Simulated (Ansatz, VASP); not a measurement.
# Cross-check of Al35InN36 (In_Al) between VASP and Ansatz, part 3 of 3

Aim: how closely do two programs agree when they are given the same cell, functional and k mesh? Of the first pair: The structure shown is the start of the Ansatz relaxation below; VASP solves that cell, so the two are compared at the walk's first step.

VASP 6.6.1 and Ansatz 0.2.0.

So far. Step 4 (Comparison): The forces differ by 9.1 meV/Å r.m.s., which is 0.8 % of the r.m.s. force of 1.182 eV/Å (both taken over all components).

## 6. VASP: single point, r2SCAN, relaxed cell, pair 2

Level of this step: r2SCAN; plane waves and PAW (Al, N, In_d) (VASP).

The same cell, functional and mesh now go to VASP, with its own data sets.

The input, INCAR:

```
SYSTEM = Al35InN36
PREC = Accurate
ENCUT = 580
EDIFF = 1E-06
NELM = 120
ISMEAR = 0
SIGMA = 0.01
LREAL = Auto
ALGO = Normal
METAGGA = R2SCAN
LASPH = .TRUE.
NBANDS = 200
LORBIT = 11
LWAVE = .FALSE.
LCHARG = .FALSE.
ISIF = 2
ISYM = 0
GGA_COMPAT = .FALSE.
EFERMI = MIDGAP
LMIXTAU = .TRUE.
NCORE = 2
```

The input, POSCAR:

```
Al35InN36
1.0
    9.3195655372      0.0000000854      0.0000000000
   -4.6597828426      8.0709804647      0.0000000000
    0.0000000000      0.0000000000      9.9564777200
Al N In
35 36 1
Direct
    0.2224590733      0.1103096662      0.2491875007
    0.1077360889      0.2185737733      0.4992994047
    0.2225676861      0.1105128423      0.7489918548
    0.1104360314      0.2200103203      0.9994907691
    0.2186278249      0.4417956886      0.2451411077
    0.1076589681      0.5540937267      0.4992217450
    0.2196559865      0.4423788827      0.7548867826
    0.1103842654      0.5556686742      0.9995255665
    0.2224884767      0.7772607563      0.2492055856
    0.1114773720      0.8882583976      0.4989882384
    0.2225866544      0.7771444682      0.7489576887
    0.1114327400      0.8883326494      0.9992639099
    0.5556459431      0.1104553231      0.2494117864
    0.4454510431      0.2190400421      0.4992054229
    0.5562188619      0.1107282218      0.7490214257
    0.4440684622      0.2200557342      0.9994885649
    0.5577081413      0.4420108375      0.2452396226
    0.5572468878      0.4424632854      0.7548002869
    0.4447194127      0.5550214476      0.9995898062
    0.5579683587      0.7811223653      0.2451363981
    0.4456371008      0.8920791770      0.4991992994
    0.5573251938      0.7800606045      0.7548971453
    0.4440656058      0.8893495290      0.9995250851
    0.8892936683      0.1104204050      0.2493575349
    0.7780289906      0.2216838775      0.4984378425
    0.8890343407      0.1107178476      0.7491420165
    0.7780483101      0.2216905103      0.9992240878
    0.8892832248      0.4440845109      0.2494503960
    0.7806881557      0.5542978378      0.4992011540
    0.8890102752      0.4435358928      0.7490132735
    0.7796771259      0.5556402909      0.9995096495
    0.8894104404      0.7772700963      0.2491852161
    0.7811754237      0.8920141812      0.4993231901
    0.8892062692      0.7771437655      0.7490380921
    0.7797559542      0.8893248005      0.9994556364
    0.2225327983      0.1109787603      0.4402580739
    0.1106120962      0.2192485754      0.1885934237
    0.2221723959      0.1103497089      0.9392394450
    0.1118321207      0.2219948688      0.6902809953
    0.1997169523      0.4323121298      0.4328591478
    0.1106345662      0.5559783787      0.1886530048
    0.2202573196      0.4430085028      0.9441412702
    0.1118515175      0.5544512284      0.6901577946
    0.2226146995      0.7771065825      0.4402808695
    0.1116305290      0.8881187692      0.1900152773
    0.2221998132      0.7775585111      0.9391995397
    0.1116264781      0.8881102774      0.6894042543
    0.5559160395      0.1109782108      0.4396251613
    0.4437318017      0.2193636650      0.1886281455
    0.5559926231      0.1108896627      0.9391373187
    0.4452234099      0.2220940411      0.6901717565
    0.5664065021      0.4333320717      0.4329200347
    0.4448706273      0.5548361879      0.1919184523
    0.5566791964      0.4430654829      0.9440591024
    0.4448644375      0.5548385747      0.7112467046
    0.5674310081      0.8000145618      0.4328433106
    0.4437801797      0.8891126179      0.1886788378
    0.5567231494      0.7794794471      0.9441387192
    0.4452815199      0.8878926129      0.6901477637
    0.8887842451      0.1109271099      0.4394509752
    0.7782497811      0.2215108045      0.1898809593
    0.8888527330      0.1108809005      0.9391865334
    0.7782630855      0.2214749470      0.6892890050
    0.8887517534      0.4438194490      0.4396412653
    0.7803519212      0.5559701587      0.1886403689
    0.8888333352      0.4437375545      0.9391219350
    0.7776511255      0.5545244270      0.6901688817
    0.8887390029      0.7772027418      0.4402328363
    0.7804756728      0.8891099197      0.1885747646
    0.8893777126      0.7775341978      0.9392427035
    0.7777585250      0.8879251541      0.6902981345
    0.4442755579      0.5554908592      0.4994622075
```

The input, KPOINTS:

```
Points of the shifted mesh
1
Reciprocal
 0.2500000000  0.2500000000  0.2500000000 1
```

PAW data sets: Al, N and In_d (PBE family, release 64).

Launch:

```sh
$ mpirun -np 8 vasp_std
```

Numbers of over 12 decimals in the logs are rounded to 6 here.

Log:

```text
[banner, memory and clock lines left out]
running    8 mpi-ranks, on    1 nodes
[...]
[... a notice as in an earlier step ...]

 LDA part: xc-table for (None), standard interpolation
 POSCAR, INCAR and KPOINTS ok, starting setup
[...]
entering main loop
       N       E                     dE             d eps       ncg     rms          rms(c)
DAV:   1     0.163721687035E+04    0.16372E+04   -0.15035E+05   400   0.157E+03
DAV:   2    -0.595004492872E+03   -0.22322E+04   -0.21076E+04   488   0.343E+02
DAV:   3    -0.851692231108E+03   -0.25669E+03   -0.25199E+03   480   0.128E+02
DAV:   4    -0.863218680089E+03   -0.11526E+02   -0.11473E+02   536   0.313E+01
[...]
DAV:  21    -0.705204772823E+03   -0.12578E-04   -0.31188E-05   432   0.208E-02    0.688E-03
DAV:  22    -0.705204792008E+03   -0.19184E-04   -0.71436E-06   416   0.907E-03    0.714E-03
DAV:  23    -0.705204792812E+03   -0.80372E-06   -0.39532E-07   248   0.207E-03
   1 F= -.70520479E+03 E0= -.70520479E+03  d E =0.000000E+00
```

Parts of OUTCAR (step 6):

```text
 POSITION                                       TOTAL-FORCE (eV/Angst)
 -----------------------------------------------------------------------------------
      1.55920      0.89031      2.48103        -0.000303      0.001179     -0.003953
     -0.01445      1.76410      4.97126        -0.003167     -0.001045     -0.000917
      1.55927      0.89195      7.45732         0.000927      0.001403      0.003999
      0.00402      1.77570      9.95141        -0.002461     -0.001935     -0.005775
     -0.02116      3.56572      2.44074        -0.003231     -0.002078      0.002717
     -1.57862      4.47208      4.97049        -0.002419     -0.001413     -0.000794
     -0.01429      3.57043      7.51601         0.000414      0.002175      0.010672
     -1.56056      4.48479      9.95175        -0.000440      0.001450     -0.005617
     -1.54837      6.27326      2.48121         0.002594     -0.002437     -0.003242
     -3.10017      7.16912      4.96817         0.000337     -0.002635     -0.002767
     -1.54691      6.27232      7.45698         0.002773      0.000644      0.002745
     -3.10093      7.16972      9.94915        -0.001228     -0.002355     -0.002737
      4.66368      0.89148      2.48326         0.002256      0.001731      0.001555
      3.13073      1.76787      4.97033         0.000894      0.003029     -0.000081
[...]
-----------------------------------------------------------------------------------
    total drift:                               -0.008156     -0.000640     -0.379754

  FREE ENERGIE OF THE ION-ELECTRON SYSTEM (eV)
  ---------------------------------------------------
  free  energy   TOTEN  =      -705.2047928115 eV

  energy  without entropy=     -705.2047928115  energy(sigma->0) =     -705.20479281
```

The run ends at a pressure of 2.29 GPa, with forces up to 0.040 eV/Å.

## 7. Comparison

The two programs side by side:

```
              quantity  Ansatz   VASP  difference
gap on the k mesh (eV)   5.732  5.760      -0.028
```

At this near-relaxed geometry the largest component of a force difference is 40 meV/Å. A gap on the mesh is an upper bound, since the band edges may lie between its points.

## 8. VASP: single point, r2SCAN, pair 3

A single point gives forces, pressure and levels at one fixed geometry, so differences don't come from the geometry; what else differs is listed under the comparison.

Changes to INCAR since step 6:

```diff
@@ -5,3 +5,3 @@
 NELM = 120
-ISMEAR = 0
+ISMEAR = -1
 SIGMA = 0.01
@@ -20,2 +20,2 @@
 LMIXTAU = .TRUE.
-NCORE = 2
+KPAR = 4
```

The input, POSCAR:

```
Al35InN36
1.0
    9.3195655359      0.0000000860      0.0000000000
   -4.6597828424      8.0709804634      0.0000000000
    0.0000000000      0.0000000000      9.9564777190
Al N In
35 36 1
Direct
    0.2217654914      0.1102582057      0.2492663730
    0.1073197399      0.2185909868      0.4979067579
    0.2230447327      0.1113053577      0.7481432002
    0.1095300426      0.2191309733      0.9980122057
    0.2174498994      0.4407634332      0.2401117828
    0.1156340752      0.5562757659      0.4996510239
    0.2205218020      0.4435809105      0.7548897507
    0.1093920152      0.5558837140      0.9985241059
    0.2219634201      0.7778422141      0.2479827906
    0.1113205904      0.8885047858      0.4982516295
    0.2226036533      0.7771122095      0.7481365636
    0.1111012269      0.8885351744      0.9983763376
    0.5549489475      0.1096280006      0.2518742146
    0.4451007431      0.2219887580      0.4990857659
    0.5561351554      0.1114534341      0.7490341893
    0.4443858724      0.2199107623      0.0016392381
    0.5554348327      0.4442280539      0.2475896527
    0.5585327150      0.4410359782      0.7572383401
    0.4449716929      0.5546534590      0.9935677102
    0.5589858435      0.7822984120      0.2400643474
    0.4435555449      0.8841434268      0.4997005237
    0.5559790909      0.7789842447      0.7547678988
    0.4438744410      0.8903093944      0.9984448241
    0.8892942729      0.1102974419      0.2503451820
    0.7774579297      0.2222271319      0.4983135361
    0.8886302368      0.1109860218      0.7475349331
    0.7779275230      0.2217848608      0.9998910817
    0.8899946690      0.4446887713      0.2518582851
    0.7776991778      0.5546072110      0.4990360422
    0.8882994973      0.4436614040      0.7490107609
    0.7798044959      0.5552589850      0.0016423766
    0.8894101627      0.7779110927      0.2492340780
    0.7812004595      0.8924287770      0.4978657895
    0.8884587644      0.7765970449      0.7481142665
    0.7805562067      0.8900917253      0.9979219771
    0.2216369342      0.1106641277      0.4401383741
    0.1093835388      0.2167791403      0.1855427213
    0.2227841651      0.1105969242      0.9384100319
    0.1118300445      0.2225346020      0.6897456766
    0.1892359237      0.4229217533      0.4227766875
    0.1095453958      0.5570898829      0.1866822170
    0.2173877204      0.4417733022      0.9447855352
    0.1096383132      0.5538865256      0.6923226598
    0.2206858048      0.7792664585      0.4373769612
    0.1110890724      0.8885528612      0.1885392444
    0.2217952116      0.7779847523      0.9383104456
    0.1113345987      0.8884602669      0.6890099839
    0.5537885826      0.1104734601      0.4416992084
    0.4436520006      0.2199673789      0.1907210275
    0.5563068795      0.1119532742      0.9395589217
    0.4452591209      0.2222082525      0.6904143075
    0.5608498198      0.4388477765      0.4358996238
    0.4442224367      0.5554892203      0.1870924333
    0.5587289113      0.4410051521      0.9467811999
    0.4471647352      0.5521670554      0.7266850351
    0.5769520103      0.8106820315      0.4226467456
    0.4426434911      0.8901471181      0.1865859686
    0.5578996659      0.7822175075      0.9447002883
    0.4459100137      0.8901620780      0.6924035595
    0.8886521867      0.1111710720      0.4406523588
    0.7780044547      0.2216000450      0.1907932302
    0.8884725234      0.1111826156      0.9374648395
    0.7779003590      0.2218451385      0.6894600959
    0.8892523627      0.4459176894      0.4417015537
    0.7796765935      0.5559679594      0.1907763264
    0.8878161819      0.4433807990      0.9395245293
    0.7773806656      0.5543842859      0.6903562831
    0.8891590497      0.7781054560      0.4401159299
    0.7829428436      0.8902936079      0.1854688531
    0.8890780062      0.7767851261      0.9383690323
    0.7771393713      0.8877785337      0.6897153044
    0.4344479445      0.5654656273      0.5050254620
```

The input, KPOINTS:

```
Points of the shifted mesh
8
Reciprocal
 0.2500000000  0.2500000000  0.2500000000 1
 0.2500000000  0.2500000000  0.7500000000 1
 0.2500000000  0.7500000000  0.2500000000 1
 0.2500000000  0.7500000000  0.7500000000 1
 0.7500000000  0.2500000000  0.2500000000 1
 0.7500000000  0.2500000000  0.7500000000 1
 0.7500000000  0.7500000000  0.2500000000 1
 0.7500000000  0.7500000000  0.7500000000 1
```

Launch:

```sh
$ mpirun -np 8 vasp_std
```

Log:

```text
[banner, memory and clock lines left out]
running    8 mpi-ranks, on    1 nodes
[...]
|                                                                             |
|           W    W    AA    RRRRR   N    N  II  N    N   GGGG   !!!           |
|           W    W   A  A   R    R  NN   N  II  NN   N  G    G  !!!           |
|           W    W  A    A  R    R  N N  N  II  N N  N  G       !!!           |
|           W WW W  AAAAAA  RRRRR   N  N N  II  N  N N  G  GGG   !            |
|           WW  WW  A    A  R   R   N   NN  II  N   NN  G    G                |
|           W    W  A    A  R    R  N    N  II  N    N   GGGG   !!!           |
|                                                                             |
|     For optimal performance we recommend to set                             |
|       NCORE = 2 up to number-of-cores-per-socket                            |
|     NCORE specifies how many cores store one orbital (NPAR=cpu/NCORE).      |
|     This setting can greatly improve the performance of VASP for DFT.       |
[...]
|     multi-core architectures or massively parallel machines. Do your        |
|     Unfortunately you need to use the default for GW and RPA                |
|     calculations (for HF NCORE is supported but not extensively tested      |
|     yet).                                                                   |
|                                                                             |

 [... a notice as in an earlier step ...]

 LDA part: xc-table for (None), standard interpolation
 POSCAR, INCAR and KPOINTS ok, starting setup
[...]
entering main loop
       N       E                     dE             d eps       ncg     rms          rms(c)
DAV:   1     0.163007087811E+04    0.16301E+04   -0.14963E+05  3200   0.157E+03
DAV:   2    -0.583688540881E+03   -0.22138E+04   -0.20711E+04  3848   0.342E+02
DAV:   3    -0.850382110102E+03   -0.26669E+03   -0.26125E+03  3808   0.130E+02
DAV:   4    -0.862328957017E+03   -0.11947E+02   -0.11880E+02  4168   0.319E+01
[...]
DAV:  20    -0.703340067157E+03    0.19608E-05   -0.38235E-06  2880   0.800E-03    0.244E-02
DAV:  21    -0.703340087345E+03   -0.20188E-04   -0.38955E-06  3176   0.862E-03    0.138E-02
DAV:  22    -0.703340087962E+03   -0.61668E-06   -0.23559E-06  2368   0.620E-03
   1 F= -.70334009E+03 E0= -.70334009E+03  d E =0.000000E+00
```

Parts of OUTCAR (step 8):

```text
 POSITION                                       TOTAL-FORCE (eV/Angst)
 -----------------------------------------------------------------------------------
      1.55298      0.88989      2.48182         0.093613     -0.044885     -0.147893
     -0.01841      1.76424      4.95740         0.079087     -0.670424      0.265699
      1.56002      0.89834      7.44887         0.063586     -0.106516      0.106445
     -0.00033      1.76860      9.93669        -0.029718     -0.083498     -0.069537
     -0.02732      3.55739      2.39067         0.122648      0.072891     -0.811432
     -1.51446      4.48969      4.97476        -1.910981     -0.546790     -0.392558
     -0.01182      3.58013      7.51604        -0.397632     -0.633552      0.748548
     -1.57081      4.48653      9.94178        -0.083549      0.049944      0.013927
     -1.55597      6.27795      2.46904        -0.011526      0.000522     -0.445115
     -3.10278      7.17110      4.96083        -0.304101      0.172773      0.174807
     -1.54660      6.27206      7.44881        -0.342324      0.202582      0.378890
     -3.10497      7.17135      9.94031        -0.054733      0.037096     -0.053875
      4.66104      0.88481      2.50778        -0.045872      0.122561     -0.183721
      3.11373      1.79167      4.96914         0.000221     -0.138389      0.016108
[...]
-----------------------------------------------------------------------------------
    total drift:                                0.005514     -0.012913     -0.130187

  FREE ENERGIE OF THE ION-ELECTRON SYSTEM (eV)
  ---------------------------------------------------
  free  energy   TOTEN  =      -703.3400879616 eV

  energy  without entropy=     -703.3400879616  energy(sigma->0) =     -703.34008796
```

The run ends at a pressure of 2.30 GPa, with forces up to 2.4 eV/Å.

## 9. Ansatz: single point, r2SCAN, pair 3

The same cell, functional, mesh and smearing now go to Ansatz.

The cell is taken from a series of runs on this material, whose earlier steps may have relaxed, scaled, displaced or heated it; both programs get it as it stands.

The input, input.yaml:

```yaml
crystal:
  checkpoint: "../qm1_M1.relax.run"
  host: checkpoint
basis:
  ecutwfc: 500
  xc_grid: 2
hamiltonian:
  xc: r2scan
  pseudopotentials: { kind: paw, azcp: { folder: soft_1 } }
kpoints:
  mp_grid: { grid: [2, 2, 2], shift: [0.5, 0.5, 0.5] }
scf:
  occupations: { method: fermi_dirac, width: 0.01 }
  max_iter: 60
output:
  forces: true
  eigenvalues: true
  charged_corrections: { defect_position: [0.444444, 0.555556, 0.499602] }
checkpoint:
  read: "../qm1_M1.relax.run"
  write: "../qm1_M1.point_neutral.run"
  compress: false
  write_wavefunctions: false
  write_every: 100000
```

Launch:

```sh
$ ansatz run input.yaml --threads 4 --pin off --max-ram 7536MiB --backend cpu --events-out ev --progress --plain --runs-dir out
```

Log:

```text
Warning: checkpoint.read: spin treatment differs: saved collinear, current unpolarized; the saved charge density seeds this run and the saved magnetisation is not carried: this deck is unpolarised; the saved density holds an absolute magnetisation of 1.1e0 μB; saved orbitals and DFT+U occupations are not carried; the saved kinetic-energy density and PAW projector densities are carried summed over spin
checkpoint.read: the saved state was converged at a total charge of -1 e, and this run's is 0 e: a saved density that it takes is scaled to its electron count
[...]
atom  71  N     -0.00726863    -0.02287406     0.00904639
  atom  72  N     -0.26195055    -0.17598033    -0.22289018
  max |Σ_I F_I| component: 1.16e-2 eV/Å
--- Band table (eV) ---
  k-point 0: bands = [... 145 lower, 6.8208, 6.8580, 6.9014, 6.9912, 11.3463, 12.8503, 12.9143, 13.2384, ... 20 higher]
  k-point 1: bands = [... 145 lower, 6.8211, 6.8580, 6.9012, 6.9911, 11.3465, 12.8485, 12.9166, 13.2381, ... 20 higher]
  k-point 2: bands = [... 145 lower, 6.7604, 6.7853, 6.9780, 7.0118, 11.2141, 12.6534, 12.9716, 13.1493, ... 20 higher]
  k-point 3: bands = [... 145 lower, 6.7680, 6.7810, 6.9781, 7.0162, 11.2115, 12.6833, 12.9394, 13.0801, ... 20 higher]
```

## 10. Comparison

The two programs side by side:

```
              quantity  Ansatz   VASP  difference
gap on the k mesh (eV)   4.195  4.208      -0.012
```

Forces on 8 of the 72 atoms, those with the largest forces and the largest differences (eV/Å; atoms numbered as in POSCAR):

```
atom          Ansatz x, y, z            VASP x, y, z
 Al6  -1.901, -0.541, -0.390  -1.911, -0.547, -0.393
Al21   -0.486, 1.920, -0.390   -0.486, 1.931, -0.391
 N40     0.740, 1.659, 1.495     0.715, 1.650, 1.491
 N44    1.042, -0.613, 0.565    1.045, -0.615, 0.571
 N52    -0.334, 0.193, 0.245    -0.295, 0.171, 0.236
 N55   -0.994, 0.601, -1.996   -1.000, 0.605, -1.975
 N56   -1.067, -1.477, 1.513   -1.071, -1.451, 1.510
In72   1.449, -0.846, -0.519   1.452, -0.848, -0.516
```

The forces differ by 5.4 meV/Å r.m.s., which is 1.3 % of the r.m.s. force of 0.435 eV/Å (both taken over all components). A gap on the mesh is an upper bound, since the band edges may lie between its points.

## 11. Results

| Quantity | Value |
| --- | --- |
| r.m.s. force difference (single point, r2SCAN, start cell, pair 1) | 0.77 % of the r.m.s. force |
| difference in gap on the k mesh (single point, r2SCAN, relaxed cell, pair 2) | -0.028 eV |
| r.m.s. force difference (single point, r2SCAN, pair 3) | 1.3 % of the r.m.s. force |

What this shows: The r.m.s. force difference is 1.3 % of the r.m.s. force (single point, r2SCAN, pair 3), within the 3 % picked in this series as the mark of a large difference. Such differences can come from data sets, numerical settings and the points named under the comparisons, not from the functional's error against experiment.

[Lines on the potential files, build, host, timing and source positions are cut from VASP's logs without a mark.]

[Logs are printed without paths, hosts, clocks, repeated set-up lines and the standing remarks that a program may print on its own settings, such as how far it seeks lower states.]

[Hosts, paths, dates, database ids (printed as entryN), source tags and the programs' standing remarks are cut or masked in the printed files.]
